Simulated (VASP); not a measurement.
Here is a VASP 6.6.1 calculation.

File POSCAR:

```
TiO
1.0
    2.7666984293      0.0000000000      0.0000000000
   -1.3833492146      2.3960311243      0.0000000000
    0.0000000000      0.0000000000      5.4356376002
Ti O
2 2
Direct
    0.3333333333      0.6666666667      0.2500000000
    0.6666666667      0.3333333333      0.7500000000
    0.0000000000      0.0000000000      0.0000000000
    0.0000000000      0.0000000000      0.5000000000
```

Contents of INCAR.step1:

```
SYSTEM = TiO
PREC     = Accurate       ! precision mode
ENCUT    = 520            ! plane-wave cutoff, eV
ISMEAR   = 0              ! smearing method
SIGMA    = 0.1            ! smearing width, eV
LREAL    = .FALSE.        ! projectors in reciprocal space
LASPH    = .TRUE.         ! aspherical terms in the spheres
NELM     = 100            ! most SCF steps
NBANDS   = 26             ! bands
GGA      = PE             ! functional
ALGO     = Normal         ! electronic algorithm
EDIFF    = 1E-4           ! SCF threshold, eV
LWAVE    = .TRUE.         ! write WAVECAR
LCHARG   = .FALSE.        ! write CHGCAR
```

File INCAR.step2:

```
SYSTEM = TiO
PREC     = Accurate       ! precision mode
ENCUT    = 520            ! plane-wave cutoff, eV
EDIFF    = 1E-7           ! SCF threshold, eV
ISMEAR   = 0              ! smearing method
SIGMA    = 0.1            ! smearing width, eV
LREAL    = .FALSE.        ! projectors in reciprocal space
LASPH    = .TRUE.         ! aspherical terms in the spheres
NELM     = 100            ! most SCF steps
ALGO     = Normal         ! electronic algorithm
ISIF     = 2              ! what is computed and relaxed
LWAVE    = .FALSE.        ! write WAVECAR
LCHARG   = .TRUE.         ! write CHGCAR
METAGGA  = R2SCAN         ! meta-GGA
LMIXTAU  = .TRUE.       
LELF     = .TRUE.         ! ELF
LVHAR    = .TRUE.       
NBANDS   = 26             ! bands
ISTART   = 1
```

Contents of KPOINTS:

```
Automatic mesh
0
G
  18 18 8
  0 0 0
```

Potentials or basis: VASP PAW PBE potentials, release 64 (Ti_sv, O).

Launch:

```console
$ cat potpaw_PBE.64/Ti_sv/POTCAR potpaw_PBE.64/O/POTCAR > POTCAR
$ cp INCAR.step1 INCAR
$ mpirun -np 1 vasp_std > vasp.out
$ cp INCAR.step2 INCAR
$ mpirun -np 1 vasp_std > vasp.out
```

**Question.** Predict the pressure.

**Answer.** 19.9 GPa.

**Question.** Predict the band gap on the k mesh.

**Answer.** None (metal or under the smearing width).

Stress tensor (GPa, compression positive):
```
19.77  0.00  0.00
 0.00 19.77  0.00
 0.00  0.00 20.27
```

Caveat: so large a pressure means that the cell lies far from this level's equilibrium, or that cutoff or potentials fall short; the potentials were made for another functional, which shifts forces and pressure; semilocal functionals often make such compounds metallic where correlation or magnetic order opens a gap, which also shifts bond lengths.
